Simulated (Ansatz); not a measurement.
**What do other settings change for Pmn2_1 (COD entry) Cu3AsS4, displaced supercell (64 atoms)?**

The cell holds 64 atoms: 24 Cu, 8 As and 32 S. Cell: a = 7.430 Å, b = 12.920 Å, c = 12.360 Å, α = 90.0°, β = 90.0°, γ = 90.0°. It derives from Cu3AsS4 (Pmn2_1, COD entry), repeated 1×2×2. Pmn2_1 (COD entry) Cu3AsS4 (cell 7.43, 6.46, 6.18, 90, 90, 90), 1 x 2 x 2 conventional cells; every coordinate displaced by a Gaussian of 0.05 Å.

Geometry: as built.

Reference run: Kohn-Sham DFT, PBE, PAW (set soft_2), plane waves (Ansatz 0.2.0), cutoff 420 eV, k-mesh 5×3×3, gaussian smearing of 0.025 eV.

| Quantity | Value |
| --- | --- |
| r.m.s. force component | 0.764 eV/Å |
| pressure | 2.265 GPa |
| spacing of highest filled and lowest empty level | 0.138 eV |
| SCF cycles | 14 |
| time | 16 min on 8 threads of Arm Neoverse V1, shared host |

The database entry behind the starting cell is an old determination (1934), so it need not match the best structure at ambient conditions.

**Question.** The cell is repeated and solved at Γ. How do error, time and memory go?
- plane waves, 64 atoms (1×1×1)
- support functions, 64 atoms (1×1×1)
- plane waves, 128 atoms (2×1×1)
- support functions, 128 atoms (2×1×1)

Differences are against the typed cell on a 5×3×3 mesh, which samples like Γ on 2880 atoms (r.m.s. force component 0.764 eV/Å, level spacing 0.138 eV). Every repeated cell is solved at Γ, and forces are averaged over the copies of each atom. Hardware: 8 threads of Arm Neoverse V1, shared host.

| atoms | repeats | basis | Δ force, r.m.s. (meV/Å) | Δ energy (meV/atom) | less plane waves of the same size (meV/atom) | spacing of levels (eV) | spread among copies (meV/Å) | SCF cycles | time | host memory (GiB) |
| --- | --- | --- | --- | --- | --- | --- | --- | --- | --- | --- |
| 64 | 1×1×1 | plane waves | 198 | 112 | - | - | - | 15 | 14 s | 1.8 |
| 64 | 1×1×1 | support functions | 198 | 110 | -1.9 | 0.145 | - | 15 | 82 s | 3.3 |
| 128 | 2×1×1 | plane waves | 39.0 | 9.91 | - | - | 0 | 12 | 55 s | 4.8 |
| 128 | 2×1×1 | support functions | 39.0 | 8.01 | -1.9 | 0.138 | 0 | 15 | 2.9 min | 5.9 |

Repeating the cell at Γ samples more k-points: in plane waves the energy difference from the dense mesh goes from 112 meV/atom at 64 atoms to 9.91 at 128, and the force difference from 198 to 39 meV/Å. At equal size the support functions lie 1.9 meV/atom below plane waves, likely because their grid holds more waves than 420 eV; no run tests this. At the largest size the support functions' forces differ from the reference by 5.1 % of the r.m.s. force, which holds the difference of sampling between the two as well as that of the basis.

[Hosts, paths, dates, database ids (printed as entryN), source tags and the programs' standing remarks are cut or masked in the printed files.]
